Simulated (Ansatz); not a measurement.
CuO:

```xyz
2
Lattice="0.0000 2.1166 2.1166 2.1166 0.0000 2.1166 2.1166 2.1166 0.0000" Properties=species:S:1:pos:R:3 pbc="T T T"
Cu    1.9814    1.9843    0.1219
O     2.2518    2.2488    1.9946
```

The cell comes from a database or a generator and needn't be the stable form of this composition.

```yaml
Program: Ansatz 0.2.0
Task: relaxation of cell and atoms
Functional: PBEsol
Dispersion: D3(BJ)
Potentials_or_basis: Ansatz PAW
Cutoff: "420 eV (not typed: the program's choice for these potentials)"
k_mesh: 11 × 11 × 11
Occupations: fermi-dirac, width 0.05 eV
Spin: no spin polarisation
```

At the start: volume 9.48 Å³/atom.

Task: How do energy, volume and symmetry change on relaxing?

Result: It ends after 11 steps and the volume is 8.89 Å³/atom (-6.2 %); space group Fm-3m (No. 225, to 0.05 Å).

The path:
```
step  energy change (eV)  largest force (eV/Å)  volume (Å³)
   1              0.0000                0.7786        18.96
   2             -0.0311                0.8544        18.88
   3             -0.1514                1.1255        18.49
   4             -0.2760                0.7292        17.87
   5             -0.3843                0.2809        17.97
   6             -0.3967                0.0863        17.11
   7             -0.4149                0.0087        17.79
   8             -0.4148                0.0000        17.81
   9             -0.4101                0.0000        17.81
  10             -0.4102                0.0000        17.79
  11             -0.4101                0.0000        17.79
```

Final structure:
```
Cu O
1.0
    -0.00001    2.07187    2.07183
     2.07181   -0.00001    2.07183
     2.07182    2.07187   -0.00001
Cu O
1 1
Direct
  0.00000 0.00000 0.00000
  0.50000 0.50000 0.50000
```

Caveat: the plane-wave basis is chosen anew once the cell has moved, so the energies of steps on either side of that aren't comparable; the pressure holds a Pulay correction of +0.9 GPa for the finite cutoff; an odd number of electrons without spin polarisation forces a metal; a magnetic or distorted state may lie lower; the run has no spin polarisation, though such a crystal can be magnetic; pairwise dispersion overbinds metals, which lowers pressure and volume; the PAW data sets come from PBE, with cores solved anew for the run's functional, which leaves a small shift of forces and pressure.
